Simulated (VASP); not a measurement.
# SiC: convergence, spontaneous polarisation by Berry phases

SiC, P6_3mc (no. 186), 4 atoms in the cell. PBE, Berry-phase polarisation along a path; PAW potentials Si, C (PBE set). VASP 6.6.1.

Wanted: polarisation against the centrosymmetric parent within 0.01 C/m²; energy over the polar cell at the parent within 0.002 eV/atom.

Geometry: relaxed with this functional.

Polarisation against the centrosymmetric parent: it's counted from the planar hexagonal cell (step 0 of the path), so it is far larger than values against zinc blende.

The series start from Points on the path: 5; k mesh: 8x8x4; Plane-wave cutoff (eV): 520; SCF threshold (eV): 1e-6; Precision mode: Accurate; Projectors in real space: False. Each series keeps the choices made before it, and each single choice may use up half of a tolerance. Times cover all steps of a run.

## Points on the path

| Points on the path | Polarisation against the centrosymmetric parent (C/m²) | Energy over the polar cell at the parent (eV/atom) | Time (s) |
|---|---|---|---|
| 2 | 0.047 | 0.4694 | 12 |
| 3 | 1.983 | 0.4694 | 20 |
| 5 | 1.890 | 0.4694 | 34 |
| 9 (reference) | 1.890 | 0.4694 | 62 |

## k mesh

| k mesh | Polarisation against the centrosymmetric parent (C/m²) | Energy over the polar cell at the parent (eV/atom) | Time (s) |
|---|---|---|---|
| 4x4x2 | 1.893 | 0.4580 | 12 |
| 4x4x4 | 1.891 | 0.4596 | 15 |
| 6x6x4 | 1.890 | 0.4682 | 22 |
| 8x8x4 | 1.890 | 0.4694 | 34 |
| 10x10x6 | 1.890 | 0.4702 | 64 |
| 12x12x6 (reference) | 1.890 | 0.4702 | 115 |

## Plane-wave cutoff (eV)

| Plane-wave cutoff (eV) | Polarisation against the centrosymmetric parent (C/m²) | Energy over the polar cell at the parent (eV/atom) | Time (s) |
|---|---|---|---|
| 320 | 1.890 | 0.4676 | 26 |
| 400 | 1.890 | 0.4698 | 29 |
| 460 | 1.890 | 0.4694 | 33 |
| 520 | 1.890 | 0.4694 | 34 |
| 640 (reference) | 1.890 | 0.4693 | 69 |

## SCF threshold (eV)

| SCF threshold (eV) | Polarisation against the centrosymmetric parent (C/m²) | Energy over the polar cell at the parent (eV/atom) | Time (s) |
|---|---|---|---|
| 0.001 | 1.890 | 0.4698 | 30 |
| 0.0001 | 1.890 | 0.4698 | 27 |
| 1e-5 | 1.890 | 0.4698 | 28 |
| 1e-6 | 1.890 | 0.4698 | 29 |
| 1e-7 (reference) | 1.890 | 0.4698 | 27 |

## Precision mode

| Precision mode | Polarisation against the centrosymmetric parent (C/m²) | Energy over the polar cell at the parent (eV/atom) | Time (s) |
|---|---|---|---|
| Accurate | 1.890 | 0.4698 | 30 |
| Normal | 1.890 | 0.4698 | 12 |
| Single | 1.890 | 0.4698 | 23 |

## Projectors in real space

| Projectors in real space | Polarisation against the centrosymmetric parent (C/m²) | Energy over the polar cell at the parent (eV/atom) | Time (s) |
|---|---|---|---|
| False | 1.890 | 0.4698 | 12 |
| Auto | 1.890 | 0.4698 | 16 |

## Question

The rows run from the loosest to the tightest (no order: precision mode, projectors in real space). For each series: choose the loosest value from which every tighter one stays within half of the tolerance; where there is no order, keep the first row unless others stay within half of the tolerance and take at least 30 % less time, and then take the fastest.

## Answer

- Points on the path: 5
- k mesh: 8x8x4
- Plane-wave cutoff (eV): 400
- SCF threshold (eV): 0.001
- Precision mode: Normal
- Projectors in real space: False

## All choices together

| Input | Polarisation against the centrosymmetric parent (C/m²) | Energy over the polar cell at the parent (eV/atom) | Time (s) |
|---|---|---|---|
| program defaults, KSPACING-like mesh of 0.5 per A (naive) | no result | no result | 6.9 |
| chosen settings | 1.890 | 0.4698 | 12 |
| reference settings throughout | 1.890 | 0.4701 | 281 |

The tolerance is met.

## The input

INCAR:
```
PREC = Normal
ENCUT = 400
EDIFF = 0.001
ISMEAR = 0
SIGMA = 0.02
LREAL = False
LASPH = True
ALGO = Normal
NELM = 120
LWAVE = False
LCHARG = False
GGA = PE
LCALCPOL = True
DIPOL = 0.127 0.213 0.319
KPAR = 1
```

KPOINTS:
```
Automatic mesh
0
Gamma
  8 8 4
  0 0 0
```

POSCAR.step1:
```
CSi
 1.0000000000000000
     3.0908276344586887    0.0000000000000000    0.0000000000000000
    -1.5454138172293443    2.6767352501186692    0.0000000000000000
     0.0000000000000000    0.0000000000000000    5.0725468644113851
 Si  C
   2   2
Direct
  0.6666666667000030  0.3333333332999970  0.4424999999999990
  0.3333333332999970  0.6666666667000030 -0.0575000000000010
  0.6666666667000030  0.3333333332999970  0.9424999999999990
  0.3333333332999970  0.6666666667000030  0.4424999999999991
```

POSCAR.step2:
```
CSi
 1.0000000000000000
     3.0908276344586887    0.0000000000000000    0.0000000000000000
    -1.5454138172293443    2.6767352501186692    0.0000000000000000
     0.0000000000000000    0.0000000000000000    5.0725468644113851
 Si  C
   2   2
Direct
  0.6666666667000030  0.3333333332999970  0.4580209563033852
  0.3333333332999970  0.6666666667000030 -0.0419790436966148
  0.6666666667000030  0.3333333332999970  0.9269790436966128
  0.3333333332999970  0.6666666667000030  0.4269790436966128
```

POSCAR.step3:
```
CSi
 1.0000000000000000
     3.0908276344586887    0.0000000000000000    0.0000000000000000
    -1.5454138172293443    2.6767352501186692    0.0000000000000000
     0.0000000000000000    0.0000000000000000    5.0725468644113851
 Si  C
   2   2
Direct
  0.6666666667000030  0.3333333332999970  0.4735419126067715
  0.3333333332999970  0.6666666667000030 -0.0264580873932286
  0.6666666667000030  0.3333333332999970  0.9114580873932266
  0.3333333332999970  0.6666666667000030  0.4114580873932266
```

POSCAR.step4:
```
CSi
 1.0000000000000000
     3.0908276344586887    0.0000000000000000    0.0000000000000000
    -1.5454138172293443    2.6767352501186692    0.0000000000000000
     0.0000000000000000    0.0000000000000000    5.0725468644113851
 Si  C
   2   2
Direct
  0.6666666667000030  0.3333333332999970  0.4890628689101577
  0.3333333332999970  0.6666666667000030 -0.0109371310898423
  0.6666666667000030  0.3333333332999970  0.8959371310898404
  0.3333333332999970  0.6666666667000030  0.3959371310898404
```

POSCAR.step5:
```
CSi
 1.0000000000000000
     3.0908276344586887    0.0000000000000000    0.0000000000000000
    -1.5454138172293443    2.6767352501186692    0.0000000000000000
     0.0000000000000000    0.0000000000000000    5.0725468644113851
 Si  C
   2   2
Direct
  0.6666666667000030  0.3333333332999970  0.5045838252135439
  0.3333333332999970  0.6666666667000030  0.0045838252135439
  0.6666666667000030  0.3333333332999970  0.8804161747864541
  0.3333333332999970  0.6666666667000030  0.3804161747864542
```

Commands (each step's output is kept before the next begins):
```
cat potpaw_PBE.64/Si/POTCAR potpaw_PBE.64/C/POTCAR > POTCAR
cp POSCAR.step1 POSCAR
mpirun -np 4 vasp_std > vasp.out
rm WAVECAR CHG
cp POSCAR.step2 POSCAR
mpirun -np 4 vasp_std > vasp.out
rm WAVECAR CHG
cp POSCAR.step3 POSCAR
mpirun -np 4 vasp_std > vasp.out
rm WAVECAR CHG
cp POSCAR.step4 POSCAR
mpirun -np 4 vasp_std > vasp.out
rm WAVECAR CHG
cp POSCAR.step5 POSCAR
mpirun -np 4 vasp_std > vasp.out
```

The chosen input took VASP 6.6.1 12 s on 4 cores (Intel Xeon Platinum 8488C (Sapphire Rapids)), a shared host.

## An input that fails: band parallelism (NCORE) with Berry phases

It stopped.

Changes against the starting input:
```
+ NCORE = 2
```
